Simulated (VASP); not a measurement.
Here is a VASP 6.6.1 calculation.

Contents of INCAR:

```
PREC = Accurate
ENCUT = 520
EDIFF = 1E-7
ISMEAR = 0
SIGMA = 0.1
LREAL = F
LASPH = T
NELM = 100
ALGO = Fast
ISIF = 2
LWAVE = F
LCHARG = F
GGA = CA
NBANDS = 18
```

File KPOINTS:

```
Automatic mesh
0
Gamma
  18 18 18
```

Contents of POSCAR:

```
Si2Mo
1.0
   -1.5871169046      1.5871169046      3.8890258202
    1.5871169046     -1.5871169046      3.8890258202
    1.5871169046      1.5871169046     -3.8890258202
Si Mo
2 1
Direct
    0.3352533644      0.3352533644      0.0000000000
    0.6647466356      0.6647466356      0.0000000000
    0.0000000000      0.0000000000      0.0000000000
```

Potentials or basis: VASP PAW LDA potentials, release 64 (Si, Mo_sv).

Command:

```bash
$ cat potpaw_LDA.64/Si/POTCAR potpaw_LDA.64/Mo_sv/POTCAR > POTCAR
$ mpirun -np 1 vasp_std > vasp.out
```

Q: Estimate the largest force.

A: 0.016 eV/Å.

Q: Predict the pressure.

A: 0.6 GPa.

Q: Predict the band gap on the k mesh.

A: None (metal or under the smearing width).

Forces in eV/Å, atoms in the order of the input:
```
Si   0.000  0.000 -0.016
Si   0.000  0.000  0.016
Mo   0.000  0.000  0.000
```
